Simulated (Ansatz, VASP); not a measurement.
Two plane-wave programs on Au

The input INCAR:

```
PREC = Accurate
ENCUT = 520
EDIFF = 1E-6
ISMEAR = 0
SIGMA = 0.1
LREAL = False
LASPH = True
NELM = 100
ALGO = Normal
ISIF = 2
LWAVE = False
LCHARG = False
GGA = PE
NBANDS = 12
```

File KPOINTS:

```
regular mesh
0
Gamma
  8 8 6
```

The input POSCAR:

```
Au
1.0
    1.2464392937     -2.3271117249      0.0000000000
    1.2464392937      2.3271117249      0.0000000000
    0.0000000000      0.0000000000      3.6341196799
Au
1
Direct
    0.0000000000      0.0000000000      0.0000000000
```

Input for Ansatz:

```yaml
crystal:
  lattice:
    - [1.2464392937, -2.3271117249, 0.0]
    - [1.2464392937, 2.3271117249, 0.0]
    - [0.0, 0.0, 3.6341196799]
  atoms:
    - { symbol: Au, position: [0.0, 0.0, 0.0] }
basis:
  ecutwfc: 420
kpoints:
  mp_grid: { grid: [8, 8, 6] }
hamiltonian:
  xc: pbe
scf:
  occupations: { method: gaussian, width: 0.1 }
  lower_state_search: "off"
output:
  forces: true
  stress: true
  eigenvalues: true
```

Alike in both runs: task single point; functional PBE; k mesh 8 × 8 × 6; occupations gaussian, width 0.1 eV; no spin polarisation.

|  | VASP | Ansatz |
| --- | --- | --- |
| version | VASP 6.6.1 | Ansatz 0.2.0 |
| potentials or method | VASP PAW PBE potentials, release 64 (Au) | scalar-relativistic, plane waves, PAW |
| plane-wave cutoff (eV) | 520 | 420 |
| valence electrons in the cell | 11 | 19 |

|  | VASP | Ansatz | Ansatz less VASP |
| --- | --- | --- | --- |
| gap on the k mesh at the Fermi level (eV) | none | none | - |
| pressure (GPa) | 23.4 | 23.7 | +0.33 |
| largest component of the traceless stress (GPa) | 25.98 | 26.18 | +0.202 |

A gap of «none» marks a metal or a gap that the smearing closes. The two sets of potentials don't hold the same shells in valence.

Caveats: so large a pressure means that the cell lies far from this level's equilibrium, or that cutoff or potentials fall short (VASP). Spin-orbit coupling is left out, which matters for the levels of Au.
